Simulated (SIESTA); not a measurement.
Runs of SIESTA 5.4.2 on Al. The structure is cubic, space group Fm-3m (No. 225). The conventional cell has a = 4.050 Å, b = 4.050 Å, c = 4.050 Å, α = 90.00°, β = 90.00°, γ = 90.00°. Al (site symmetry m-3m) is surrounded by 12 Al at 2.86 Å. 

| task | level | potentials or basis | cell | optimiser | force tolerance | energy shift | gap on the mesh (eV) | pressure (GPa) |
| --- | --- | --- | --- | --- | --- | --- | --- | --- |
| band structure | RPBE | PseudoDojo 0.4 standard (PBE files), DZP (energy shift 0.003 Ry) | as given | - | - | 0.003 Ry | none | -0.3 |
| band structure | PBE | PseudoDojo 0.4 standard (PBE files), TZP (energy shift 0.01 Ry) | as given | - | - | 0.01 Ry | none | (a) |
| band structure | vdW-DF-cx | PseudoDojo 0.4 standard (PBE files), DZP (energy shift 0.003 Ry) | as given | - | - | 0.003 Ry | none | 0.0 |
| relaxation of cell and atoms | vdW-DF2 | PseudoDojo 0.4 standard (PBE files), DZP (energy shift 0.003 Ry) | relaxed | Broyden | 0.04 eV/Å | 0.003 Ry | none | 0.0 |

Alike in all rows: no spin polarisation; k mesh 11 × 11 × 11; smearing fermi-dirac 0.05 eV; grid cutoff 500 Ry.

Q: Fill in the values left out.

A: (a) -0.4.

Caveats: the basis of atomic orbitals isn't converged, which shifts pressures, moduli and gaps; the potentials were made for another functional, which shifts forces and pressure (some runs).

A gap of «none» marks a metal or a gap under the smearing width.
